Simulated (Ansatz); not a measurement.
Input of an Ansatz 0.2.0 run:

The input input.yaml:

```yaml
crystal:
  lattice:
    - [0.0, 2.9165, 2.9165]
    - [2.9165, 0.0, 2.9165]
    - [2.9165, 2.9165, 0.0]
  atoms:
    - { symbol: Cd, position: [0.0, 0.0, 0.0] }
    - { symbol: S, position: [0.75, 0.75, 0.75] }
hamiltonian:
  xc: blyp
  pseudopotentials: { kind: paw }
kpoints:
  mp_grid: { grid: [8, 8, 8] }
  band_path:
    path:
      - [[0.0, 0.0, 0.0], [0.5, 0.0, 0.5], [0.5, 0.25, 0.75], [0.375, 0.375, 0.75], [0.0, 0.0, 0.0], [0.5, 0.5, 0.5], [0.625, 0.25, 0.625], [0.5, 0.25, 0.75], [0.5, 0.5, 0.5], [0.375, 0.375, 0.75]]
      - [[0.625, 0.25, 0.625], [0.5, 0.0, 0.5]]
    npoints: 14
scf:
  occupations: { method: fermi_dirac, width: 0.05 }
  n_extra_bands: 6
output:
  forces: true
  stress: true
  eigenvalues: true
  fatbands: false
```

Potentials or basis: Ansatz PAW.

Launch:

```bash
$ ansatz run input.yaml --threads 2 --pin off --max-ram 5632MiB --backend cpu --events-out ev --progress --plain --runs-dir out
```

Q: Predict the pressure.

A: 6.1 GPa.

Q: Predict the band gap on the k mesh.

A: 1.09 eV, direct.

Q: Estimate the band gap along the path.

A: 1.09 eV, direct.

Levels at the corners of the path, in eV from the valence-band top:
| point | band 11 | band 12 | band 13 | band 14 | band 15 | band 16 |
| --- | --- | --- | --- | --- | --- | --- |
| Γ | 0.00 | 0.00 | 0.00 | 1.09 | 6.54 | 6.54 |
| X | -3.95 | -1.86 | -1.86 | 3.65 | 4.33 | 9.23 |
| W | -3.90 | -2.23 | -2.15 | 5.33 | 5.52 | 7.23 |
| K | -3.93 | -2.49 | -1.51 | 4.27 | 5.43 | 8.56 |
| Γ | 0.00 | 0.00 | 0.00 | 1.09 | 6.54 | 6.54 |
| L | -4.37 | -0.74 | -0.74 | 2.97 | 7.02 | 7.02 |
| U | -3.93 | -2.49 | -1.51 | 4.27 | 5.43 | 8.56 |
| W | -3.90 | -2.23 | -2.15 | 5.33 | 5.52 | 7.23 |
| L | -4.37 | -0.74 | -0.74 | 2.97 | 7.02 | 7.02 |
| K | -3.93 | -2.49 | -1.51 | 4.27 | 5.43 | 8.56 |
| U | -3.93 | -2.49 | -1.51 | 4.27 | 5.43 | 8.56 |
| X | -3.95 | -1.86 | -1.86 | 3.65 | 4.33 | 9.23 |

Caveat: the PAW data sets come from PBE, with cores solved anew for the run's functional, which leaves a small shift of forces and pressure.
